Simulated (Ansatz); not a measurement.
# Al2O3: the cost of one run

Program: Ansatz 0.2.0, driven from Python. The levels of theory stand in the script. These are calculated values, not measurements.

### 1 The structure

The structure is trigonal, space group P-3m1 (No. 164). Conventional cell: a = 3.017 Å, b = 3.017 Å, c = 7.575 Å, α = 90.00°, β = 90.00°, γ = 120.00°. Around Al (site symmetry 3m) lie 4 O at 1.68 to 1.84 Å. Around O (site symmetry 3m) lie 3 Al at 1.84 Å. Around O (site symmetry -3m) lie 2 Al at 1.68 Å.

No structure file is read: the coordinates are typed or built in the script.

### 2 The code

al2o3_xc.py reads:

```python
import warnings

import ansatz as az
import pandas as pd

params = {
    "ecut": 450,
    "mesh": (12, 12, 4),
    "tolerance": 1e-09,
}

warnings.simplefilter("ignore", az.DeckWarning)

lattice = az.Lattice.of(
    (3.01748, 0.0, 0.0),
    (-1.50874, 2.61322, 0.0),
    (0.0, 0.0, 7.57464),
)
sites = [
    ("Al", (0.0, 0.0, 0.27795)),
    ("Al", (0.0, 0.0, 0.72205)),
    ("O", (1 / 3, 2 / 3, 0.19945)),
    ("O", (2 / 3, 1 / 3, 0.80055)),
    ("O", (0.0, 0.0, 0.5)),
]
system = az.Crystal(lattice=lattice)
for symbol, position in sites:
    system = system.atom(symbol, position)

job = (
    system.calculation()
    .basis(params["ecut"])
    .kpoints(*params["mesh"], center="gamma")
    .occupations(az.OccupationsMethod.FIXED)
    .scf(tolerance=params["tolerance"])
    .stress()
)

rows = []
for value in ["pbesol", "blyp", "lda"]:
    r = job.functional(value).run(threads=1, pin="off").report
    rows.append((value, r["free_energy_ev"] / len(r["lattice"]["sites"]), r["n_iterations"], sum(r["stress_gpa"][i][i] for i in range(3)) / 3, r["n_kpoints"]))

table = pd.DataFrame(rows, columns=["functional", "F/atom (eV)", "iterations", "P (GPa)", "k-points"])
print(table.round(5).to_string(index=False))
```

### 3 The calls as engine input

The package turns the script's settings into the engine's input (first run):

```yaml
crystal:
  lattice:
    - [3.01748, 0.0, 0.0]
    - [-1.50874, 2.61322, 0.0]
    - [0.0, 0.0, 7.57464]
  atoms:
    - { symbol: Al, position: [0.0, 0.0, 0.27795] }
    - { symbol: Al, position: [0.0, 0.0, 0.72205] }
    - { symbol: O, position: [0.3333333333333333, 0.6666666666666666, 0.19945] }
    - { symbol: O, position: [0.6666666666666666, 0.3333333333333333, 0.80055] }
    - { symbol: O, position: [0.0, 0.0, 0.5] }
basis:
  ecutwfc: 450.0
kpoints:
  mp_grid:
    grid: [12, 12, 4]
    shift: [0.0, 0.0, 0.0]
hamiltonian:
  xc: pbesol
scf:
  convergence:
    dr2_threshold: 1.0e-09
  occupations:
    method: fixed
output:
  stress: true
```

### 4 The run

Run with:

```console
> python al2o3_xc.py
```

**Question.** How long does this script take on 1 thread of Intel Xeon Platinum 8259CL at 2.50GHz (Skylake/Cascade Lake), shared host, and how much memory does it need?

About 12 s, with a peak of 0.48 GiB.
